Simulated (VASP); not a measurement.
# Si3Ge (R-3m) in VASP: single point with r2SCAN

Aim: the single point of Si3Ge with r2SCAN.

Program: VASP 6.6.1. These are calculated values, not measurements. Logs are shortened: lines on timing, memory, paths and dates and some standing lists are left out, and cuts for length are marked.

**1. The structure**

Symmetry: R-3m, No. 166, trigonal system. Conventional cell: a = 7.824 Å, b = 7.824 Å, c = 9.576 Å, α = 90.00°, β = 90.00°, γ = 120.00°. Si (site symmetry m) is surrounded by 3 Si at 2.38 Å and 1 Ge at 2.41 Å. Ge (site symmetry 3m) is surrounded by 3 Si at 2.41 Å and 1 Ge at 2.45 Å.

The cell was built by a generator and needn't be a form met in nature.

**2. Single point, r2SCAN**

The input, INCAR:

```
SYSTEM = Si3Ge
PREC     = Accurate       ! precision mode
ENCUT    = 520            ! plane-wave cutoff, eV
EDIFF    = 1E-6           ! SCF threshold, eV
ISMEAR   = 0              ! smearing method
SIGMA    = 0.1            ! smearing width, eV
LREAL    = .FALSE.        ! projectors in reciprocal space
LASPH    = .TRUE.         ! aspherical terms in the spheres
NELM     = 150            ! most SCF steps
ALGO     = Normal         ! electronic algorithm
ISIF     = 2              ! what is computed and relaxed
LWAVE    = .FALSE.        ! write WAVECAR
LCHARG   = .FALSE.        ! write CHGCAR
METAGGA  = R2SCAN         ! meta-GGA
LMIXTAU  = .TRUE.       
NBANDS   = 36             ! bands
KPAR     = 2
```

The input, KPOINTS:

```
regular mesh
0
G
  6 6 6
  0 0 0
```

The input, POSCAR:

```
Si3Ge
1.0
    3.9121810000      2.2586990000      3.1919700000
   -3.9121810000      2.2586990000      3.1919700000
    0.0000000000     -4.5173980000      3.1919700000
Si Ge
6 2
Direct
    0.6220780000      0.1280130000      0.6220780000
    0.3779220000      0.3779220000      0.8719870000
    0.8719870000      0.3779220000      0.3779220000
    0.3779220000      0.8719870000      0.3779220000
    0.1280130000      0.6220780000      0.6220780000
    0.6220780000      0.6220780000      0.1280130000
    0.8718210000      0.8718210000      0.8718210000
    0.1281790000      0.1281790000      0.1281790000
```

Potentials or basis: VASP PAW PBE potentials, release 64 (Si, Ge_d).

Command:

```
cat potpaw_PBE.64/Si/POTCAR potpaw_PBE.64/Ge_d/POTCAR > POTCAR
mpirun -np 2 vasp_std > vasp.out
```

OUTCAR:

```text
SYSTEM = Si3Ge
   PREC = Accurate
   ENCUT = 520
   EDIFF = 1E-6
   ISMEAR = 0
   LREAL = .FALSE.
   LASPH = .TRUE.
   NELM = 150
   ISIF = 2
   METAGGA = R2SCAN

 ion  position               nearest neighbor table
   1  0.622  0.128  0.622-   2 2.38   3 2.38   4 2.38   7 2.41
   2  0.378  0.378  0.872-   1 2.38   5 2.38   6 2.38   8 2.41
   3  0.872  0.378  0.378-   6 2.38   1 2.38   5 2.38   8 2.41
   4  0.378  0.872  0.378-   6 2.38   5 2.38   1 2.38   8 2.41
   5  0.128  0.622  0.622-   2 2.38   4 2.38   3 2.38   7 2.41
   6  0.622  0.622  0.128-   3 2.38   4 2.38   2 2.38   7 2.41
   7  0.872  0.872  0.872-   1 2.41   5 2.41   6 2.41   8 2.45
   8  0.128  0.128  0.128-   3 2.41   4 2.41   2 2.41   7 2.45

  LATTYP: Found a trigonal (rhomboedric) cell.
 ALAT       =     5.5313247808
 COS(alpha) =    -0.0004826362

  Lattice vectors:

 A1 = (   3.9121810000,   2.2586990000,   3.1919700000)
 A2 = (  -3.9121810000,   2.2586990000,   3.1919700000)
 A3 = (   0.0000000000,  -4.5173980000,   3.1919700000)

Analysis of symmetry for initial positions (statically):
=====================================================================
 Subroutine PRICEL returns:
 Original cell was already a primitive cell.

 Routine SETGRP: Setting up the symmetry group for a
 trigonal (rhombohedral) supercell.

 Subroutine GETGRP returns: Found 12 space group operations
 (whereof 12 operations were pure point group operations)
 out of a pool of 12 trial point group operations.

The static configuration has the point symmetry D_3d.

Analysis of symmetry for dynamics (positions and initial velocities):
=====================================================================
 Subroutine PRICEL returns:
 Original cell was already a primitive cell.

 Routine SETGRP: Setting up the symmetry group for a
 trigonal (rhombohedral) supercell.

 Subroutine GETGRP returns: Found 12 space group operations
 (whereof 12 operations were pure point group operations)
 out of a pool of 12 trial point group operations.

The dynamic configuration has the point symmetry D_3d.

 Subroutine INISYM returns: Found 12 space group operations
 (whereof 12 operations are pure point group operations),
 and found     1 'primitive' translations

----------------------------------------------------------------------------------------

                                     Primitive cell

  volume of cell :     169.2339

  direct lattice vectors                    reciprocal lattice vectors
     3.912181000  2.258699000  3.191970000     0.127805948  0.073788790  0.104428717
    -3.912181000  2.258699000  3.191970000    -0.127805948  0.073788790  0.104428717
     0.000000000 -4.517398000  3.191970000     0.000000000 -0.147577580  0.104428717

  length of vectors
     5.531324781  5.531324781  5.531325083     0.180788558  0.180788558  0.180788549

  position of ions in fractional coordinates (direct lattice)
     0.622078000  0.128013000  0.622078000
     0.377922000  0.377922000  0.871987000
     0.871987000  0.377922000  0.377922000
     0.377922000  0.871987000  0.377922000
     0.128013000  0.622078000  0.622078000
     0.622078000  0.622078000  0.128013000
     0.871821000  0.871821000  0.871821000
     0.128179000  0.128179000  0.128179000

  ion indices of the primitive-cell ions
   primitive index   ion index
                 1           1
                 2           2
                 3           3
                 4           4
                 5           5
                 6           6
                 7           7
                 8           8

----------------------------------------------------------------------------------------

 KPOINTS: regular mesh

Automatic generation of k-mesh.
 Grid dimensions read from file:
 generate k-points for:    6    6    6

 Generating k-lattice:

  Cartesian coordinates                     Fractional coordinates (reciprocal lattice)
     0.021300991  0.012298132  0.017404786     0.166666667 -0.000000000 -0.000000000
    -0.021300991  0.012298132  0.017404786    -0.000000000  0.166666667 -0.000000000
     0.000000000 -0.024596263  0.017404786    -0.000000000 -0.000000000  0.166666667

  Length of vectors
     0.030131426  0.030131426  0.030131425

  Shift w.r.t. Gamma in fractional coordinates (k-lattice)
     0.000000000  0.000000000  0.000000000

 Subroutine IBZKPT returns following result:
 ===========================================

 Found     32 irreducible k-points:

 Following reciprocal coordinates:
            Coordinates               Weight
  0.000000  0.000000  0.000000      1.000000
  0.166667  0.000000  0.000000      6.000000
  0.333333  0.000000  0.000000      6.000000
  0.500000  0.000000  0.000000      3.000000
  0.166667  0.166667  0.000000      6.000000
  0.333333  0.166667  0.000000     12.000000
[... 16 lines left out ...]
  0.500000  0.500000  0.166667      6.000000
 -0.333333  0.500000  0.166667     12.000000
 [... further k-points ...]
   k-points           NKPTS =     32   k-points in BZ     NKDIM =     32   number of bands    NBANDS=     36
   number of dos      NEDOS =    301   number of ions     NIONS =      8
   total plane-waves  NPLWV =  74088
   dimension x,y,z NGX =    42 NGY =   42 NGZ =   42
   dimension x,y,z NGXF=    84 NGYF=   84 NGZF=   84
   ions per type =               6   2
   NGX,Y,Z   is equivalent  to a cutoff of  12.62, 12.62, 12.62 a.u.
   NGXF,Y,Z  is equivalent  to a cutoff of  25.25, 25.25, 25.25 a.u.
 SYSTEM =  Si3Ge
   PREC   = accura    normal or accurate (medium, high low for compatibility)
   ISTART =      0    job   : 0-new  1-cont  2-samecut
   ICHARG =      2    charge: 1-file 2-atom 10-const
   ISPIN  =      1    spin polarized calculation?
   LNONCOLLINEAR =      F non collinear calculations
   LSORBIT =      F    spin-orbit coupling
   LASPH  =      T    aspherical Exc in radial PAW
   ENCUT  =  520.0 eV  38.22 Ry    6.18 a.u.  10.28 10.28 10.28*2*pi/ulx,y,z
   NELM   =    150;   NELMIN=  2; NELMDL= -5     # of ELM steps
   EDIFF  = 0.1E-05   stopping-criterion for ELM
   LREAL  =      F    real-space projection
   EDIFFG = 0.1E-04   stopping-criterion for IOM
   NSW    =      0    number of steps for IOM
   IBRION =     -1    ionic relax: 0-MD 1-quasi-New 2-CG
   NFREE  =      0    steps in history (QN), initial steepest desc. (CG)
   ISIF   =      2    stress and relaxation
   ISYM   =      2    0-nonsym 1-usesym 2-fastsym
   POTIM  = 0.5000    time-step for ionic-motion
   TEBEG  =    0.0;   TEEND  =   0.0 temperature during run
   PSTRESS=    0.0 pullay stress
   NELECT =      52.0000    total number of electrons
   NUPDOWN=      -1.0000    fix difference up-down
   EMIN   =  10.00;   EMAX   =-10.00  energy-range for DOS
   EFERMI =   0.00;   METHOD = LEGACY
   ISMEAR =     0;   SIGMA  =   0.10  broadening in eV -4-tet -1-fermi 0-gaus
   EFERMI_NEDOS =   21; number of points for ismear=-14 and -15
   IALGO  =     38    algorithm
   IMIX   =      4    mixing-type and parameters
     AMIX     =   0.40;   BMIX     =  1.00
     AMIX_MAG =   1.60;   BMIX_MAG =  1.00
  volume/ion in A,a.u.               =      21.15       142.76
  Fermi-wavevector in a.u.,A,eV,Ry     =   1.104706  2.087592 16.604223  1.220376
  Thomas-Fermi vector in A             =   2.241183
   LORBIT       =      0    0 simple, 1 ext, 2 COOP (PROOUT), +10 PAW based schemes
   METAGGA = R2SCAN    functional components
   LHFCALC =     F    Hartree Fock is set to
   AEXX    =    0.0000 exact exchange contribution
   IVDW    =     0    specifies the selected vdW correction
   LEPSILON=     F    determine dielectric tensor
   LRPA    =     F    only Hartree local field effects (RPA)
 non-spin polarized calculation
 Gauss-broadening in eV      SIGMA  =   0.10
  energy-cutoff  :      520.00
  volume of cell :      169.23
 maximum number of plane-waves:      4632
 NGX is ok and might be reduce to    42
   NGX = 21   NGY = 21   NGZ = 21

 number of electron      52.0000002 magnetization

 Free energy of the ion-electron system (eV)
  ---------------------------------------------------
  ext. energy  EPLUGINS =         0.00000000
  ---------------------------------------------------
  free energy    TOTEN  =       -80.31100106 eV

  energy without entropy =      -80.31100102  energy(sigma->0) =      -80.31100104

 E-fermi :   5.5659     XC(G=0): -10.0242

 val. band max:        5.2518520263   @ k =   0.0000   0.0000   0.0000
 cond. band min:       5.8738932429   @ k =   0.0000   0.0000   0.0000
 fundamental gap:      0.6220412166
 Fermi energy:         5.5659167982

 k-point     1 :       0.0000    0.0000    0.0000
  band No.  band energies     occupation
      1     -19.7393      2.00000
      2     -19.6504      2.00000
      3     -19.6504      2.00000
      4     -19.6104      2.00000
      5     -19.6104      2.00000
      6     -19.5924      2.00000
[... 28 lines left out ...]
     35       8.0080      0.00000
     36       8.0446      0.00000

 k-point     2 :       0.1667    0.0000    0.0000
  band No.  band energies     occupation
      1     -19.7392      2.00000
      2     -19.6505      2.00000
      3     -19.6504      2.00000
      4     -19.6105      2.00000
      5     -19.6104      2.00000
      6     -19.5925      2.00000
[... 28 lines left out ...]
     35       8.6163      0.00000
     36       8.8050      0.00000

 k-point     3 :       0.3333    0.0000    0.0000
  band No.  band energies     occupation
      1     -19.7392      2.00000
      2     -19.6505      2.00000
      3     -19.6503      2.00000
      4     -19.6107      2.00000
      5     -19.6102      2.00000
      6     -19.5927      2.00000
[... 28 lines left out ...]
     35       9.8805      0.00000
     36       9.8821      0.00000
[... 742 lines left out ...]
 k-point    23 :       0.5000    0.5000    0.1667
  band No.  band energies     occupation
      1     -19.7389      2.00000
      2     -19.6503      2.00000
      3     -19.6503      2.00000
      4     -19.6109      2.00000
      5     -19.6103      2.00000
      6     -19.5928      2.00000
[... 28 lines left out ...]
     35       9.7410      0.00000
     36       9.8430      0.00000

 k-point    24 :      -0.3333    0.5000    0.1667
  band No.  band energies     occupation
      1     -19.7390      2.00000
      2     -19.6503      2.00000
      3     -19.6503      2.00000
      4     -19.6109      2.00000
      5     -19.6104      2.00000
      6     -19.5927      2.00000
[... 28 lines left out ...]
     35      10.1696      0.00000
     36      10.2684      0.00000

 [... further k-points ...]
[... 5 lines left out ...]
  --------------------------------------------------------------------------------------
  -------------------------------------------------------------------------------------
  Total       -2.0596866     -2.0596870     -2.0296783      0.0000000      0.0000000      0.0000000
  in kB      -19.4995403    -19.4995446    -19.2154443      0.0000000      0.0000000      0.0000000
  external PRESSURE =     -19.4048431 kB  Pullay stress =       0.0000000 kB

 VOLUME and BASIS-vectors are now :
 -----------------------------------------------------------------------------
  energy-cutoff  :      520.00
  volume of cell :      169.23
      direct lattice vectors                 reciprocal lattice vectors
     3.912181000  2.258699000  3.191970000     0.127805948  0.073788790  0.104428717
    -3.912181000  2.258699000  3.191970000    -0.127805948  0.073788790  0.104428717
     0.000000000 -4.517398000  3.191970000     0.000000000 -0.147577580  0.104428717

 POSITION                                       TOTAL-FORCE (eV/Angst)
 -----------------------------------------------------------------------------------
      1.93287     -1.11594      4.37992         0.046676     -0.026948      0.015715
      0.00000     -2.23189      5.19599         0.000000     -0.053897     -0.015715
      1.93287      1.11594      5.19599         0.046676      0.026948     -0.015715
     -1.93287      1.11594      5.19599        -0.046676      0.026948     -0.015715
     -1.93287     -1.11594      4.37992        -0.046676     -0.026948      0.015715
      0.00000      2.23189      4.37992         0.000000      0.053897      0.015715
      0.00000      0.00000      8.34848         0.000000      0.000000      0.064247
      0.00000      0.00000      1.22743         0.000000     -0.000000     -0.064247
 -----------------------------------------------------------------------------------
    total drift:                               -0.000000      0.000000     -0.000000

  FREE ENERGIE OF THE ION-ELECTRON SYSTEM (eV)
  ---------------------------------------------------
  free  energy   TOTEN  =       -80.3110010627 eV

  energy  without entropy=      -80.3110010208  energy(sigma->0) =      -80.31100104
```

Wall time 8.7 min (2 MPI ranks of Intel Xeon Platinum 8375C at 2.90GHz (Ice Lake), shared host); peak memory 0.36 GiB.

Results:

```
Free energy            : -80.3110 eV
Pressure               : -1.9 GPa
Largest force          : 0.064 eV/Å
Band gap on the k mesh : 0.62 eV, direct
```

Forces in eV/Å, atoms in the order of the input:
```
Si   0.047 -0.027  0.016
Si   0.000 -0.054 -0.016
Si   0.047  0.027 -0.016
Si  -0.047  0.027 -0.016
Si  -0.047 -0.027  0.016
Si   0.000  0.054  0.016
Ge   0.000  0.000  0.064
Ge   0.000  0.000 -0.064
```

Levels at points of the mesh, in eV from the valence-band top:
```
           k point  band 24  band 25  band 26  band 27  band 28  band 29
(0.00, 0.00, 0.00)    -0.02    -0.02     0.00     0.62     0.67     1.12
(0.50, 0.00, 0.00)    -2.01    -1.96    -1.83     1.17     1.44     3.34
(0.50, 0.50, 0.00)    -1.43    -1.38    -1.26     2.43     2.51     2.61
(0.50, 0.50, 0.50)    -1.19    -1.19    -1.00     0.95     1.42     1.66
```

Caveat: the PAW data sets were made with another functional, which shifts forces and pressure a little. A k mesh can miss the band edges.
